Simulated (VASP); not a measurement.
Runs of VASP 6.6.1 on Nb. The structure is cubic, space group Im-3m (No. 229). Conventional cell: a = 3.328 Å, b = 3.328 Å, c = 3.328 Å, α = 90.00°, β = 90.00°, γ = 90.00°. Nb (site symmetry m-3m) has 8 Nb at 2.88 Å as nearest neighbours. 

```tsv
level	potentials or basis	other keys	pressure (GPa)
SCAN	VASP PAW PBE potentials, release 64 (Nb_sv)	-	-4.8
LDA	VASP PAW LDA potentials, release 64 (Nb_sv)	IMIX = 1; AMIX = 0.2; LREAL = Auto	(a)
r2SCAN	VASP PAW PBE potentials, release 64 (Nb_sv)	-	-3.6
TPSS	VASP PAW PBE potentials, release 64 (Nb_sv)	-	-4.4
```

Alike in all rows: task band structure; no spin polarisation; cell as given; k mesh 11 × 11 × 11; cutoff (eV) 520; smearing fermi-dirac 0.05 eV.

Problem. Fill in the values left out.

Solution. (a) -11.8.

Caveats: the PAW data sets were made with another functional, which shifts forces and pressure a little (some runs).

Runs at the PBE level aren't shown here.
